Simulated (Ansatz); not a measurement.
Put SiNi2 in Fm-3m (No. 225): Si on 4b; Ni on 8c.

The calculation used DFT PBE, scalar-relativistic, plane waves, PAW in Ansatz. Cutoff 420 eV, Γ-centred mesh, Gaussian smearing, no spin polarisation.

Energies over the elements count from the elements' standard structures at the same level, with no fitted energy shifts.

Question: Give the relaxed lattice parameters and positions.

Answer:

Space group Fm-3m (No. 225). a = 5.318 Å, b = 5.318 Å, c = 5.318 Å, α = 90.00°, β = 90.00°, γ = 90.00°
```csv
atom,site,symmetry,x,y,z
Si,4b,m-3m,0.5000,0.0000,0.0000
Ni,8c,-43m,0.2500,0.2500,0.7500
```

It has the fluorite type. Si is surrounded by 8 Ni at 2.30 Å; Ni has 4 Si at 2.30 Å and 6 Ni at 2.66 Å.

Question: Where does its energy lie, and is it a metal?

Answer: The formation energy is −0.40 eV/atom and the gap on the 16×16×16 mesh of the 3-atom cell is 0 eV (a metal).

The last run used Gaussian smearing of 0.10 eV. Trial moments died out on the coarse mesh, so the last step has no spin; another magnetic start might hold. A structure relaxed within its symmetry needn't be a true minimum. Another cell of SiNi2 relaxed alike, in P6_3/mmc (a cell as deposited in COD), lies 98 meV/atom lower, so this cell isn't the stable form at this level.
